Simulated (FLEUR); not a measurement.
CdTe:

```
Te Cd
1.0
     0.00000    3.20500    3.20500
     3.20500    0.00000    3.20500
     3.20500    3.20500    0.00000
Te Cd
1 1
Direct
  0.75000 0.75000 0.75000
  0.00000 0.00000 0.00000
```

Base run:

```yaml
Program: FLEUR MaX-R8.1 (patched build s14)
Functional: Wu-Cohen GGA
Potentials_or_basis: all-electron
Basis: FLAPW
Kmax: 3.8 1/bohr
k_mesh: 7 × 7 × 7
Occupations: fermi-dirac, width 0.05 eV
Spin: no spin polarisation
```

Its results: band gap on the k mesh 0.73 eV, direct.

After a change of settings the same cell gave: band gap on the k mesh 0.82 eV, direct. Which change was it?
A. functional from Wu-Cohen GGA to PW91
B. functional from Wu-Cohen GGA to LDA exchange alone (X-alpha)
C. k mesh from 7 × 7 × 7 to 5 × 5 × 5; spin from no spin polarisation to spin-orbit coupling, no magnetisation
D. functional from Wu-Cohen GGA to HSE06; k mesh from 7 × 7 × 7 to 4 × 4 × 4

A.

Caveats: spin-orbit coupling is left out, which moves the levels of the heavy elements.
